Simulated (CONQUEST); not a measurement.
**TePt under changes of volume**

One of the cells (22.276 Å³/atom); the others are scaled copies at fixed shape and fractional positions:

```xyz
8
Lattice="4.2629 0.0000 0.0000 0.0000 5.6618 0.0000 0.0000 0.0000 7.3835" Properties=species:S:1:pos:R:3 pbc="T T T"
Pt    0.0000    0.0000    0.0000
Pt    2.1314    0.0000    3.6918
Pt    0.0000    2.8309    0.0000
Pt    2.1314    2.8309    3.6918
Te    0.0000    1.4154    4.9223
Te    2.1314    1.4154    1.2306
Te    0.0000    4.2463    2.4612
Te    2.1314    4.2463    6.1529
```

Measurements of this composition are mostly on another form, of space group No. 166.

* Program: CONQUEST 1.3
* Functional: PBEsol
* Potentials or basis: PseudoDojo NC PBEsol, DZP, grid of 40 × 60 × 72 points
* k mesh: 6 × 5 × 4
* Occupations: fermi-dirac, width 0.05 eV
* Spin: no spin polarisation

| volume (Å³/atom) | energy over the lowest point (meV/atom) | pressure (GPa) | largest force (eV/Å) |
| --- | --- | --- | --- |
| 20.939 | ? | ? | ? |
| 21.385 | 4.38 | 3.2 | 0.016 |
| 21.830 | 0.00 | -0.2 | 0.013 |
| 22.276 | 4.29 | -2.7 | 0.015 |
| 22.721 | 15.21 | -5.1 | 0.011 |
| 23.167 | 31.79 | -6.9 | 0.016 |
| 23.612 | 53.61 | -8.8 | 0.008 |

What does the run at 20.939 Å³/atom give?

Energy over the lowest point 17.37 meV/atom; pressure 6.4 GPa; largest force 0.015 eV/Å.

Worked out: A Birch-Murnaghan fit of order 3 (a polynomial in V^(-2/3)) to the other rows has its minimum at 21.82 Å³/atom with B0 = V·E''(V) = 145 GPa and B' = 7.2 at fixed shape and positions, which overstates the stiffness. It gives 18.26 meV/atom at 20.939 Å³/atom, against the run's 17.37, and -dE/dV = 6.9 GPa, against 6.4.

Energies are extrapolated to zero smearing.

Caveats: the basis of atomic orbitals isn't converged, which shifts pressures, moduli and gaps.
